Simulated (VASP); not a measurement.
# AlAs (F-43m) in VASP: notebook

One crystal, AlAs, is run at these levels: LDA, PBEsol; tasks: band structure.

Program: VASP 6.6.1. These are calculated values, not measurements. Logs are shortened: lines on timing, memory, paths and dates and some standing lists are left out, and cuts for length are marked.

### 1 The crystal as given

It takes space group F-43m (No. 216, cubic). The conventional cell has a = 5.682 Å, b = 5.682 Å, c = 5.682 Å, α = 90.00°, β = 90.00°, γ = 90.00°. Around Al (site symmetry -43m) lie 4 As at 2.46 Å. Around As (site symmetry -43m) lie 4 Al at 2.46 Å.

### 2 Band structure, LDA

INCAR

```
SYSTEM = AlAs
PREC = Accurate ; ENCUT = 520
EDIFF = 1E-6 ; ISMEAR = 0
SIGMA = 0.03 ; LREAL = .False.
LASPH = .True. ; NELM = 80
ALGO = Normal ; ISIF = 2
LWAVE = .False. ; LCHARG = .False.
GGA = CA ; NBANDS = 11
```

KPOINTS

```
regular mesh
0
Gamma
  8 8 8
  0 0 0
```

POSCAR

```
AlAs                                    
1.0
    0.0000000000      2.8408844733      2.8408844733
    2.8408844733      0.0000000000      2.8408844733
    2.8408844733      2.8408844733      0.0000000000
  Al              As            
     1     1
Direct
     0.0000000000000000    0.0000000000000000    0.0000000000000000
     0.2500000000000000    0.2500000000000000    0.2500000000000000
```

KPOINTS_OPT

```
explicit points
159
Reciprocal
 0.0000000000  0.0000000000  0.0000000000 1
 0.0357142857  0.0000000000  0.0357142857 1
 0.0714285714  0.0000000000  0.0714285714 1
 0.1071428571  0.0000000000  0.1071428571 1
 0.1428571429  0.0000000000  0.1428571429 1
 0.1785714286  0.0000000000  0.1785714286 1
[... 151 lines left out ...]
 0.4250000000  0.0000000000  0.4250000000 1
 0.4500000000  0.0000000000  0.4500000000 1
```

Potentials or basis: VASP PAW LDA potentials, release 64 (Al, As).

The run is started by

```
> cat potpaw_LDA.64/Al/POTCAR potpaw_LDA.64/As/POTCAR > POTCAR
> mpirun -np 1 vasp_std > vasp.out
```

OUTCAR:

```text
SYSTEM = AlAs
   PREC = Accurate
   ENCUT = 520
   EDIFF = 1E-6
   ISMEAR = 0
   LREAL = .False.
   LASPH = .True.
   NELM = 80
   ISIF = 2
   GGA = CA

 ion  position               nearest neighbor table
   1  0.000  0.000  0.000-   2 2.46   2 2.46   2 2.46   2 2.46
   2  0.250  0.250  0.250-   1 2.46   1 2.46   1 2.46   1 2.46

  LATTYP: Found a face centered cubic cell.
 ALAT       =     5.6817689466

  Lattice vectors:

 A1 = (   0.0000000000,   2.8408844733,   2.8408844733)
 A2 = (   2.8408844733,   0.0000000000,   2.8408844733)
 A3 = (   2.8408844733,   2.8408844733,   0.0000000000)

Analysis of symmetry for initial positions (statically):
=====================================================================
 Subroutine PRICEL returns:
 Original cell was already a primitive cell.

 Routine SETGRP: Setting up the symmetry group for a
 face centered cubic supercell.

 Subroutine GETGRP returns: Found 24 space group operations
 (whereof 24 operations were pure point group operations)
 out of a pool of 48 trial point group operations.

The static configuration has the point symmetry T_d .

Analysis of symmetry for dynamics (positions and initial velocities):
=====================================================================
 Subroutine PRICEL returns:
 Original cell was already a primitive cell.

 Routine SETGRP: Setting up the symmetry group for a
 face centered cubic supercell.

 Subroutine GETGRP returns: Found 24 space group operations
 (whereof 24 operations were pure point group operations)
 out of a pool of 48 trial point group operations.

The dynamic configuration has the point symmetry T_d .

 Subroutine INISYM returns: Found 24 space group operations
 (whereof 24 operations are pure point group operations),
 and found     1 'primitive' translations

----------------------------------------------------------------------------------------

                                     Primitive cell

  volume of cell :      45.8554

  direct lattice vectors                    reciprocal lattice vectors
     0.000000000  2.840884473  2.840884473    -0.176001525  0.176001525  0.176001525
     2.840884473  0.000000000  2.840884473     0.176001525 -0.176001525  0.176001525
     2.840884473  2.840884473  0.000000000     0.176001525  0.176001525 -0.176001525

  length of vectors
     4.017617351  4.017617351  4.017617351     0.304843584  0.304843584  0.304843584

  position of ions in fractional coordinates (direct lattice)
     0.000000000  0.000000000  0.000000000
[... 88 lines left out ...]
   PSTRESS=    0.0 pullay stress
   NELECT =       8.0000    total number of electrons
   NUPDOWN=      -1.0000    fix difference up-down
   EMIN   =  10.00;   EMAX   =-10.00  energy-range for DOS
   EFERMI =   0.00;   METHOD = LEGACY
   ISMEAR =     0;   SIGMA  =   0.03  broadening in eV -4-tet -1-fermi 0-gaus
   EFERMI_NEDOS =   21; number of points for ismear=-14 and -15
   IALGO  =     38    algorithm
   IMIX   =      4    mixing-type and parameters
     AMIX     =   0.40;   BMIX     =  1.00
     AMIX_MAG =   1.60;   BMIX_MAG =  1.00
  volume/ion in A,a.u.               =      22.93       154.72
  Fermi-wavevector in a.u.,A,eV,Ry     =   0.914762  1.728649 11.385202  0.836789
  Thomas-Fermi vector in A             =   2.039426
   LORBIT       =      0    0 simple, 1 ext, 2 COOP (PROOUT), +10 PAW based schemes
   GGA     = CA    functional components
   LHFCALC =     F    Hartree Fock is set to
   AEXX    =    0.0000 exact exchange contribution
   IVDW    =     0    specifies the selected vdW correction
   LEPSILON=     F    determine dielectric tensor
   LRPA    =     F    only Hartree local field effects (RPA)
 non-spin polarized calculation
 Gauss-broadening in eV      SIGMA  =   0.03
  energy-cutoff  :      520.00
  volume of cell :       45.86
 maximum number of plane-waves:      1254
 NGX is ok and might be reduce to    30
   NGX = 15   NGY = 15   NGZ = 15

 number of electron       7.9999999 magnetization

 Free energy of the ion-electron system (eV)
  ---------------------------------------------------
  ext. energy  EPLUGINS =         0.00000000
  ---------------------------------------------------
  free energy    TOTEN  =       -10.50854900 eV

  energy without entropy =      -10.50854900  energy(sigma->0) =      -10.50854900

 E-fermi :   3.8917     XC(G=0):  -9.2369

 val. band max:        3.6872099823   @ k =   0.0000   0.0000   0.0000
 cond. band min:       5.0438699342   @ k =   0.5000   0.5000   0.0000
 fundamental gap:      1.3566599519
 Fermi energy:         3.8917476738

 k-point     1 :       0.0000    0.0000    0.0000
  band No.  band energies     occupation
      1      -8.1457      2.00000
      2       3.6872      2.00000
      3       3.6872      2.00000
      4       3.6872      2.00000
      5       5.4832      0.00000
      6       7.9141      0.00000
      7       7.9141      0.00000
      8       7.9141      0.00000
      9      12.2525      0.00000
     10      12.6989      0.00000
     11      12.6989      0.00000
[... 309 lines left out ...]
 k-point    24 :      -0.3750    0.2500    0.1250
  band No.  band energies     occupation
      1      -6.5005      2.00000
      2      -1.5539      2.00000
      3       1.0025      2.00000
      4       2.1577      2.00000
      5       7.2461      0.00000
      6       7.8351      0.00000
      7      10.2582      0.00000
      8      11.1998      0.00000
      9      11.9078      0.00000
     10      14.5610      0.00000
     11      15.7793      0.00000

 [... further k-points ...]

------------------------ aborting loop because EDIFF is reached ----------------------------------------

  FORCE on cell =-STRESS in cart. coord.  units (eV):
  Direction    XX          YY          ZZ          XY          YZ          ZX
  --------------------------------------------------------------------------------------
  -------------------------------------------------------------------------------------
  Total       -0.4807796     -0.4807796     -0.4807796      0.0000000     -0.0000000     -0.0000000
  in kB      -16.7983202    -16.7983202    -16.7983202      0.0000000     -0.0000000     -0.0000000
  external PRESSURE =     -16.7983202 kB  Pullay stress =       0.0000000 kB

 VOLUME and BASIS-vectors are now :
 -----------------------------------------------------------------------------
  energy-cutoff  :      520.00
  volume of cell :       45.86
      direct lattice vectors                 reciprocal lattice vectors
     0.000000000  2.840884473  2.840884473    -0.176001525  0.176001525  0.176001525
     2.840884473  0.000000000  2.840884473     0.176001525 -0.176001525  0.176001525
     2.840884473  2.840884473  0.000000000     0.176001525  0.176001525 -0.176001525

 POSITION                                       TOTAL-FORCE (eV/Angst)
 -----------------------------------------------------------------------------------
      0.00000      0.00000      0.00000        -0.000000      0.000000     -0.000000
      1.42044      1.42044      1.42044         0.000000     -0.000000      0.000000
 -----------------------------------------------------------------------------------
    total drift:                               -0.000000     -0.000000     -0.000000

  FREE ENERGIE OF THE ION-ELECTRON SYSTEM (eV)
  ---------------------------------------------------
  free  energy   TOTEN  =       -10.5085490017 eV

  energy  without entropy=      -10.5085490017  energy(sigma->0) =      -10.50854900
```

OSZICAR:

```text
N       E                     dE             d eps       ncg     rms          rms(c)
DAV:   1     0.136313959021E+02    0.13631E+02   -0.29372E+03   638   0.544E+02
DAV:   2    -0.964431967624E+01   -0.23276E+02   -0.22180E+02   810   0.901E+01
[... 51 lines left out ...]
DAV:   5    -0.262935483383E+03   -0.22656E-02      817
DAV:   6    -0.262935522533E+03   -0.39150E-04      765
DAV:   7    -0.262935523637E+03   -0.11048E-05      711
DAV:   8    -0.262935523665E+03   -0.27891E-07      566
       N       E                     dE             ncg
DAV:   1     0.481677265767E+04   -0.33618E+04      308
DAV:   2     0.451669789363E+04   -0.30007E+03      391
DAV:   3     0.450380920805E+04   -0.12889E+02      504
DAV:   4     0.450374389173E+04   -0.65316E-01      377
DAV:   5     0.450374328693E+04   -0.60481E-03      422
DAV:   6     0.450374327529E+04   -0.11636E-04      422
DAV:   7     0.450374327498E+04   -0.30722E-06      429
```

It took 100 s on 1 thread of AMD EPYC 7R43 (Zen 3), shared host; peak memory 0.13 GiB.

What came out:

```
Free energy             : -10.5085 eV
Pressure                : -1.7 GPa
Band gap on the k mesh  : 1.36 eV, indirect (least direct gap 1.80 eV)
Band gap along the path : 1.36 eV, indirect (least direct gap 1.80 eV)
```

Levels at the corners of the path, in eV from the valence-band top:
```csv
point,band 2,band 3,band 4,band 5,band 6,band 7
Γ,0.00,0.00,0.00,1.80,4.23,4.23
X,-5.41,-2.15,-2.15,1.36,2.20,10.12
X,-5.41,-2.15,-2.15,1.36,2.20,10.12
W,-5.07,-3.16,-2.81,4.24,5.51,5.58
W,-5.07,-3.16,-2.81,4.24,5.51,5.58
K,-5.16,-3.39,-1.78,2.15,4.87,8.05
K,-5.16,-3.39,-1.78,2.15,4.87,8.05
Γ,0.00,0.00,0.00,1.80,4.23,4.23
Γ,0.00,0.00,0.00,1.80,4.23,4.23
L,-5.55,-0.82,-0.82,1.98,4.63,4.63
L,-5.55,-0.82,-0.82,1.98,4.63,4.63
U,-5.16,-3.39,-1.78,2.15,4.87,8.05
U,-5.16,-3.39,-1.78,2.15,4.87,8.05
W,-5.07,-3.16,-2.81,4.24,5.51,5.58
W,-5.07,-3.16,-2.81,4.24,5.51,5.58
L,-5.55,-0.82,-0.82,1.98,4.63,4.63
L,-5.55,-0.82,-0.82,1.98,4.63,4.63
K,-5.16,-3.39,-1.78,2.15,4.87,8.05
U,-5.16,-3.39,-1.78,2.15,4.87,8.05
X,-5.41,-2.15,-2.15,1.36,2.20,10.12
```

### 3 Band structure, PBEsol

INCAR

```
SYSTEM = AlAs
PREC = Accurate
ENCUT = 520
EDIFF = 1E-7
ISMEAR = 0
SIGMA = 0.03
LREAL = .False.
LASPH = .True.
NELM = 80
ALGO = Fast
ISIF = 2
LWAVE = .False.
LCHARG = .False.
GGA = PS
NBANDS = 11
KPAR = 2
```

KPOINTS

```
regular mesh
0
Gamma
  6 6 6
  0 0 0
```

POSCAR

```
AlAs                                    
1.0
    0.0000000000      2.8408844734      2.8408844734
    2.8408844734      0.0000000000      2.8408844734
    2.8408844734      2.8408844734      0.0000000000
  Al              As            
     1     1
Direct
     0.0000000000000000    0.0000000000000000    0.0000000000000000
     0.2500000000000000    0.2500000000000000    0.2500000000000000
```

KPOINTS_OPT

```
explicit points
9
Reciprocal
 0.0000000000  0.0000000000  0.0000000000 1
 0.3750000000  0.3750000000  0.7500000000 1
 0.5000000000  0.5000000000  0.5000000000 1
 0.6250000000  0.2500000000  0.6250000000 1
 0.5000000000  0.2500000000  0.7500000000 1
 0.5000000000  0.0000000000  0.5000000000 1
 0.4000000000  0.0000000000  0.4000000000 1
 0.4250000000  0.0000000000  0.4250000000 1
 0.4500000000  0.0000000000  0.4500000000 1
```

Potentials or basis: VASP PAW PBE potentials, release 64 (Al, As).

The run is started by

```
> cat potpaw_PBE.64/Al/POTCAR potpaw_PBE.64/As/POTCAR > POTCAR
> mpirun -np 2 vasp_std > vasp.out
```

It took 5.4 s on 2 MPI ranks of Intel Xeon Platinum 8559C (Emerald Rapids), shared host; peak memory 0.16 GiB.

Results (log left out):

```yaml
Free_energy: -10.0537 eV
Pressure: 0.0 GPa
Band_gap_on_the_k_mesh: 1.33 eV, indirect (least direct gap 1.89 eV)
Band_gap_along_the_path: 1.33 eV, indirect (least direct gap 1.89 eV)
```

Levels at points of the mesh, in eV from the valence-band top:
| k point | band 1 | band 2 | band 3 | band 4 | band 5 | band 6 | band 7 | band 8 | band 9 |
| --- | --- | --- | --- | --- | --- | --- | --- | --- | --- |
| (0.00, 0.00, 0.00) | -11.83 | 0.00 | 0.00 | 0.00 | 1.89 | 4.24 | 4.24 | 4.24 | 8.65 |
| (0.50, 0.00, 0.00) | -10.42 | -5.56 | -0.82 | -0.82 | 2.04 | 4.62 | 4.62 | 7.55 | 10.97 |
| (0.50, 0.50, 0.00) | -9.88 | -5.41 | -2.16 | -2.16 | 1.33 | 2.21 | 10.19 | 10.19 | 11.55 |

Caveat: the PAW data sets were made with another functional, which shifts forces and pressure a little. Expect the measured gap to be larger: semilocal functionals such as PBEsol lack the derivative discontinuity.
